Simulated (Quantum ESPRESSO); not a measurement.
# AlRu (Pm-3m) in Quantum ESPRESSO: reference runs, part 2 of 2

Quantum ESPRESSO 7.5. The steps go on from the part before.

## (3) Single point, PBE (atoms moved at random, drawn with an rms of 0.05 Å)

Contents of pw.in:

```
&CONTROL
  calculation = 'scf'
  prefix = 'pwscf'
  outdir = './tmp'
  pseudo_dir = './pseudo'
  tprnfor = .true.
  tstress = .true.
  disk_io = 'nowf'
/
&SYSTEM
  ibrav = 0
  nat = 2
  ntyp = 2
  ecutwfc = 60
  ecutrho = 440
  nbnd = 16
  occupations = 'smearing'
  smearing = 'fd'
  degauss = 0.00367493
/
&ELECTRONS
  conv_thr = 4d-10
  electron_maxstep = 120
  mixing_beta = 0.5
/
ATOMIC_SPECIES
Ru   101.0700 Ru_ONCV_PBE-1.0.oncvpsp.upf
Al    26.9815 Al.pbe-n-kjpaw_psl.1.0.0.UPF
CELL_PARAMETERS angstrom
   2.9916000000    0.0000000000    0.0000000000
   0.0000000000    2.9916000000    0.0000000000
   0.0000000000    0.0000000000    2.9916000000
ATOMIC_POSITIONS crystal
Ru     0.4970030000    0.5110170000    0.4878020000
Al    -0.0043240000   -0.0088300000    0.0100190000
K_POINTS automatic
9 9 9 0 0 0
```

Potentials or basis: SSSP 1.3 efficiency PBE.

Run with:

```sh
$ OMP_NUM_THREADS=1 pw.x -in pw.in > pw.out
```

pw.out:

```text
This program is part of the open-source Quantum ESPRESSO suite
     for quantum simulation of materials; please cite
         "P. Giannozzi et al., J. Phys.:Condens. Matter 21 395502 (2009);
         "P. Giannozzi et al., J. Phys.:Condens. Matter 29 465901 (2017);
         "P. Giannozzi et al., J. Chem. Phys. 152 154105 (2020);
     in publications or presentations arising from this work. More details at

     file Al.pbe-n-kjpaw_psl.1.0.0.UPF: wavefunction(s)  3S 3P renormalized

     G-vector sticks info
     --------------------
     sticks:   dense  smooth     PW     G-vecs:    dense   smooth      PW
     Sum        1117     609    185                28257    11363    1935

     Using Slab Decomposition

     bravais-lattice index     =            0
     lattice parameter (alat)  =       5.6533  a.u.
     unit-cell volume          =     180.6788 (a.u.)^3
     number of atoms/cell      =            2
     number of atomic types    =            2
     number of electrons       =        19.00
     number of Kohn-Sham states=           16
     kinetic-energy cutoff     =      60.0000  Ry
     charge density cutoff     =     440.0000  Ry
     scf convergence threshold =      4.0E-10
     mixing beta               =       0.5000
     number of iterations used =            8  plain     mixing
     Exchange-correlation= SLA  PW   PBX  PBC
                           (   1   4   3   4   0   0   0)

     celldm(1)=   5.653305  celldm(2)=   0.000000  celldm(3)=   0.000000
     celldm(4)=   0.000000  celldm(5)=   0.000000  celldm(6)=   0.000000

     crystal axes: (cart. coord. in units of alat)
               a(1) = (   1.000000   0.000000   0.000000 )
               a(2) = (   0.000000   1.000000   0.000000 )
               a(3) = (   0.000000   0.000000   1.000000 )

     reciprocal axes: (cart. coord. in units 2 pi/alat)
               b(1) = (  1.000000  0.000000  0.000000 )
               b(2) = (  0.000000  1.000000  0.000000 )
               b(3) = (  0.000000  0.000000  1.000000 )

     PseudoPot. # 1 for Ru read from file:
     Ru_ONCV_PBE-1.0.oncvpsp.upf
     Pseudo is Norm-conserving, Zval = 16.0
     Generated using ONCVPSP code by D. R. Hamann
     Using radial grid of 1458 points,  6 beta functions with:
                l(1) =   0
                l(2) =   0
                l(3) =   1
                l(4) =   1
                l(5) =   2
                l(6) =   2

     PseudoPot. # 2 for Al read from file:
     Al.pbe-n-kjpaw_psl.1.0.0.UPF
     Pseudo is Projector augmented-wave + core cor, Zval =  3.0
     Generated using "atomic" code by A. Dal Corso  v.5.1
     Shape of augmentation charge: PSQ
     Using radial grid of 1135 points,  6 beta functions with:
                l(1) =   0
                l(2) =   0
                l(3) =   1
                l(4) =   1
                l(5) =   2
                l(6) =   2
     Q(r) pseudized with 0 coefficients

     atomic species   valence    mass     pseudopotential
     Ru               16.00   101.07000     Ru( 1.00)
     Al                3.00    26.98150     Al( 1.00)

     No symmetry found

   Cartesian axes

     site n.     atom                  positions (alat units)
         1        Ru     tau(   1) = (   0.4970030   0.5110170   0.4878020  )
         2        Al     tau(   2) = (  -0.0043240  -0.0088300   0.0100190  )

     number of k points=   365  Fermi-Dirac smearing, width (Ry)=  0.0037

     Number of k-points >= 100: set verbosity='high' to print them.

     Dense  grid:    28257 G-vectors     FFT dimensions: (  40,  40,  40)

     Smooth grid:    11363 G-vectors     FFT dimensions: (  27,  27,  27)

     Initial potential from superposition of free atoms

     starting charge      18.9972, renormalised to      19.0000
     Starting wfcs are   14 randomized atomic wfcs +    2 random wfcs

     Self-consistent Calculation

     iteration #  1     ecut=    60.00 Ry     beta= 0.50
     Davidson diagonalization with overlap
     ethr =  1.00E-02,  avg # of iterations =  4.2

     Threshold (ethr) on eigenvalues was too large:
     Diagonalizing with lowered threshold

     Davidson diagonalization with overlap
     ethr =  2.95E-04,  avg # of iterations =  1.7

     total energy              =    -228.12749543 Ry
     estimated scf accuracy    <       0.05520078 Ry

     iteration #  2     ecut=    60.00 Ry     beta= 0.50
     Davidson diagonalization with overlap
     ethr =  2.91E-04,  avg # of iterations =  2.0

     total energy              =    -228.13481537 Ry
     estimated scf accuracy    <       0.02720654 Ry

     iteration #  3     ecut=    60.00 Ry     beta= 0.50
     Davidson diagonalization with overlap
     ethr =  1.43E-04,  avg # of iterations =  1.6

     total energy              =    -228.13918108 Ry
     estimated scf accuracy    <       0.00216673 Ry

     iteration #  4     ecut=    60.00 Ry     beta= 0.50
     Davidson diagonalization with overlap
     ethr =  1.14E-05,  avg # of iterations =  2.8

     total energy              =    -228.13943524 Ry
     estimated scf accuracy    <       0.00004222 Ry

     iteration #  5     ecut=    60.00 Ry     beta= 0.50
     Davidson diagonalization with overlap
     ethr =  2.22E-07,  avg # of iterations =  2.8

     total energy              =    -228.13944074 Ry
     estimated scf accuracy    <       0.00000417 Ry

     iteration #  6     ecut=    60.00 Ry     beta= 0.50
     Davidson diagonalization with overlap
     ethr =  2.20E-08,  avg # of iterations =  1.5

     total energy              =    -228.13944106 Ry
     estimated scf accuracy    <       0.00000004 Ry

     iteration #  7     ecut=    60.00 Ry     beta= 0.50
     Davidson diagonalization with overlap
     ethr =  2.24E-10,  avg # of iterations =  2.9

     total energy              =    -228.13944107 Ry
     estimated scf accuracy    <       0.00000001 Ry

     iteration #  8     ecut=    60.00 Ry     beta= 0.50
     Davidson diagonalization with overlap
     ethr =  6.09E-11,  avg # of iterations =  1.9

     End of self-consistent calculation

     Number of k-points >= 100: set verbosity='high' to print the bands.

     the Fermi energy is    16.2067 ev

!    total energy              =    -228.13944107 Ry
     estimated scf accuracy    <          4.6E-11 Ry
     smearing contrib. (-TS)   =      -0.00114277 Ry
     internal energy E=F+TS    =    -228.13829830 Ry

     The total energy is F=E-TS. E is the sum of the following terms:
     one-electron contribution =     -68.44002481 Ry
     hartree contribution      =      44.20324709 Ry
     xc contribution           =     -22.62726501 Ry
     ewald contribution        =    -146.58519651 Ry
     one-center paw contrib.   =     -34.68905907 Ry

     convergence has been achieved in   8 iterations

     Forces acting on atoms (cartesian axes, Ry/au):

     atom    1 type  1   force =    -0.00122895   -0.01816878    0.02027849
     atom    2 type  2   force =     0.00122895    0.01816878   -0.02027849

     Total force =     0.038544     Total SCF correction =     0.000001

     Computing stress (Cartesian axis) and pressure

          total   stress  (Ry/bohr**3)                   (kbar)     P=       28.45
   0.00020899   0.00000252  -0.00000282           30.74        0.37       -0.41
   0.00000252   0.00018818  -0.00004154            0.37       27.68       -6.11
  -0.00000282  -0.00004154   0.00018298           -0.41       -6.11       26.92

=------------------------------------------------------------------------------=
   JOB DONE.
=------------------------------------------------------------------------------=
```

It took 83 s on 1 thread of Arm Neoverse V2, shared host; peak memory 0.25 GiB.

What came out:

```
Free energy            : -3103.9952 eV
Pressure               : 2.8 GPa
Largest force          : 0.701 eV/Å
Band gap on the k mesh : none (metal or under the smearing width)
```

Forces on the atoms (eV/Å):
```
Ru  -0.032 -0.467  0.521
Al   0.032  0.467 -0.521
```

Stress tensor (GPa, compression positive):
```
 3.07  0.04 -0.04
 0.04  2.77 -0.61
-0.04 -0.61  2.69
```

Levels at points of the mesh, in eV from the Fermi level:
```
           k point  band 8  band 9  band 10  band 11  band 12  band 13
(0.00, 0.00, 0.00)    0.22    0.23     0.24     6.21     6.22     6.24
```
